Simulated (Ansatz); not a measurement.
The system is BaTiO3.

```xyz
5
Lattice="2.8274 1.6324 2.3184 -2.8274 1.6324 2.3184 0.0000 -3.2648 2.3184" Properties=species:S:1:pos:R:3 pbc="T T T"
Ba    0.0000    0.0000    0.0000
Ti    0.0000    0.0000    3.3698
O     1.3885   -0.8017    2.3988
O    -1.3885   -0.8017    2.3988
O     0.0000    1.6033    2.3988
```

Base run:

| Item | Value |
| --- | --- |
| Program | Ansatz 0.2.0 |
| Functional | r2SCAN |
| Potentials or basis | Ansatz PAW |
| Cutoff | 500 eV |
| Density cutoff | 2000 eV |
| k mesh | 7 × 7 × 7 |
| Occupations | fermi-dirac, width 0.05 eV |
| Spin | no spin polarisation |
| Hubbard terms | Ti d U = 1 eV |

Its results: band gap on the k mesh 2.96 eV, indirect (least direct gap 3.27 eV); pressure 2.3 GPa; largest force 0.210 eV/Å.

Q: The run is repeated on the same cell with these changes: hubbard terms from Ti d U = 1 eV to none; hubbard projectors from ortho-atomic (the default) to none. What comes out?

A: Band gap on the k mesh 2.86 eV, indirect (least direct gap 3.17 eV); pressure 1.9 GPa; largest force 0.133 eV/Å.

The U term pushes filled and empty states of the shell apart.

Caveats: spin-orbit coupling is left out, which moves the levels of the heavy elements; the PAW data sets come from PBE, with cores solved anew for the run's functional, which leaves a small shift of forces and pressure; the k mesh misses the band edges, so the gap on the mesh is wider than the one along the path (some runs); odd divisions of the mesh miss points on the zone boundary, where band edges often lie, so the gap on the mesh can be too wide (some runs).

Not every run made on this cell is shown here.
